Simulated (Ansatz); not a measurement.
## Si, space group I4/mmm: a comparison of functionals at one structure, step by step

Program: the Ansatz DFT code, driven from Python.

The cells in order, each with its output:

```python
from dataclasses import dataclass
import warnings

import ansatz
```

```python
@dataclass(frozen=True)
class Options:
    k_spacing: float = 0.29
    occupations: str = "cold"
    sigma: float = 0.01
    beta: float = 0.1
```

```python
cfg = Options()
```

```python
warnings.simplefilter("ignore", ansatz.DeckWarning)
```

```python
lattice = ansatz.Lattice.of(
    (-1.62691493, 1.62691493, 1.32032985),
    (1.62691493, -1.62691493, 1.32032985),
    (1.62691493, 1.62691493, -1.32032985),
)
sites = [
    ("Si", (0.0, 0.0, 0.0)),
]
xtal = ansatz.Crystal(lattice=lattice)
for symbol, position in sites:
    xtal = xtal.atom(symbol, position)
```

```python
[site.symbol for site in xtal.resolved().sites]
```

    ['Si']

```python
base = (
    xtal.calculation()
    .basis(28 * ansatz.Ry, xc_grid=2)
    .kpoints(spacing=cfg.k_spacing)
    .occupations(cfg.occupations, width=cfg.sigma)
    .mixing("anderson", beta=cfg.beta)
    .scf(lower_state_search="standard")
    .stress()
)

rows = []
for value in ["r2scan", "pbesol", "rpbe"]:
    summary = base.functional(value).run(threads=1, backend="cpu").report
    rows.append((value, summary["free_energy_ev"] / len(summary["lattice"]["sites"]), summary["n_iterations"], sum(summary["stress_gpa"][i][i] for i in range(3)) / 3, summary["n_kpoints"]))

print("  functional   F/atom (eV)    iterations       P (GPa)      k-points")
for row in rows:
    print(f"{str(row[0]):>12s}  {row[1]:12.5f}  {row[2]:12d}  {row[3]:12.3f}  {row[4]:12d}")
```

      functional   F/atom (eV)    iterations       P (GPa)      k-points
          r2scan    -638.38672             7        -0.191           126
          pbesol    -621.12960             5         0.696           126
            rpbe    -638.36850             5         4.509           126

The cutoff lies under the one recommended for these potentials. Under the recommended cutoff a pressure can be off by several GPa, even in sign. The mesh is modest for a metal, so energies can be off by several to tens of meV an atom and pressures by half a GPa or more; differences at equal mesh fare better. Pressure is positive in compression. This isn't the structure that Si takes at ambient conditions. Total energies of different functionals can't be compared; pressures, moments and gaps at this one structure can. The script silences the warnings on its input, which a real study should read. Wall time of the script: 4.2 s on 1 thread of Arm Neoverse V1 (shared host), peak memory 0.31 GiB.

(Lines on the test bed's own set-up are left out of the output.)
